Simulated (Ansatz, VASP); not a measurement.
**BN in VASP and in Ansatz**

```
CELL_PARAMETERS angstrom
0.00000 1.78850 1.78850
1.78850 0.00000 1.78850
1.78850 1.78850 0.00000
ATOMIC_POSITIONS crystal
N 0.25000 0.25000 0.25000
B 0.00000 0.00000 0.00000
```

Change from the starting cell: volume scaled by 0.96.

Alike in both runs: task single point; functional PBE; k mesh 13 × 13 × 13; occupations fermi-dirac, width 0.05 eV; no spin polarisation.

```csv
,VASP,Ansatz
version,VASP 6.6.1,Ansatz 0.2.0
potentials or method,"VASP PAW PBE potentials, release 64 (N, B)",Ansatz PAW
plane-wave cutoff (eV),520,420
valence electrons in the cell,8,8
```

|  | VASP | Ansatz | Ansatz less VASP |
| --- | --- | --- | --- |
| gap on the k mesh at the Fermi level (eV) | 4.57 | 4.58 | +0.010 |
| least direct gap on the mesh (eV) | 8.97 | 8.98 | +0.010 |
| pressure (GPa) | 16.2 | 15.9 | -0.37 |

With one functional, cell and mesh, what is left measures potentials, basis and numerics.

Caveats: an odd mesh through Γ misses points on the zone boundary, where band edges often lie (VASP); odd divisions of the mesh miss points on the zone boundary, where band edges often lie, so the gap on the mesh can be too wide (Ansatz); the pressure holds a Pulay correction of +1.1 GPa for the finite cutoff (Ansatz).
